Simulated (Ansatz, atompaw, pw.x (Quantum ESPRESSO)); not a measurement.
# Ta (Z = 73) (sc): variants of one PAW (atompaw) potential in the solid

* Element: Ta
* Generator: atompaw 4.2.0.5
* Type: PAW
* Functional: PBE
* Relativity: scalar-relativistic
* Frozen core: [Kr] 4d10 4f14
* Valence charge: 13
* Reference configuration: 5s2 5p6 5d3 6s2 6p0
* Partial waves: 5s (bound): rc 1.35 bohr; 6s (bound): rc 2.15 bohr; 5p (bound): rc 1.85 bohr; 6p (bound, empty): rc 2.85 bohr; 5d (bound): rc 2.85 bohr; 5d channel at 2.05 Ry: rc 2.85 bohr
* Local potential: bessel scheme, radius 2.70 bohr
* Core correction: smooth core density matched at 1.95 bohr
* Augmentation charge: besselshape compensation charge, radius 2.15 bohr; PAW radius 2.85 bohr; waves and projectors: custom polynom2 7 10 vanderbiltortho

Crystal test: sc Ta in pw.x 7.5, no spin, 12³ k-points, Fermi–Dirac smearing 0.01 Ry, cutoffs set for each file from its atomic test. The reference is all-electron LAPW (Ansatz 0.2.0) with the same functional, mesh and smearing; V0 and B0 come from Birch–Murnaghan fits to the pressures at five volumes. Errors are pseudo minus all-electron; Δ is the rms difference of the E(V) curves that follow from these fits, minima aligned, over ±6 % about the mean V0. Mesh and smearing are coarse, so the numbers serve the comparison and aren't converged zero-temperature values; the lattice is a test structure that the element need not adopt.

All-electron: a0 = 2.742 Å (V0 = 20.63 Å³/atom), B0 = 143.1 GPa.

Base: The largest radius (2.85 bohr) exceeds half the bond length (2.58 bohr), so the spheres overlap, which is one possible source of error among others. This is a poor potential for the solid.

A dash in a converged row means that the minimum lies outside the volumes sampled.

```tsv
change	cutoffs (Ry)	pw.x	a0 (Å)	a0 error (%)	B0 error (%)	Δ (meV/atom)	mean pressure error (GPa)
base	60/600	converged	–	–	–	–	+7.39
augmentation besselshape compensation charge, radius 2.15 bohr; PAW radius 2.85 bohr; waves and projectors: custom rrkj vanderbiltortho	55/550	converged	2.766	+0.87	+1.7	17.4	+4.31
local potential bessel scheme, radius 2.40 bohr	60/600	converged	2.772	+1.09	+2.0	22.0	+5.60
augmentation besselshape compensation charge, radius 2.15 bohr; PAW radius 2.85 bohr; waves and projectors: custom polynom gramschmidtortho	70/700	converged	2.763	+0.76	+1.7	15.1	+3.73
wave 5d channel at 2.05 Ry: rc 2.85 bohr becomes 5d channel at -0.17 Ry: rc 2.85 bohr	60/600	converged	2.767	+0.91	+5.1	18.7	+4.83
```

Give the row for: core correction smooth core density matched at 2.22 bohr.

pw.x: converged; mean pressure error (GPa): +7.40.
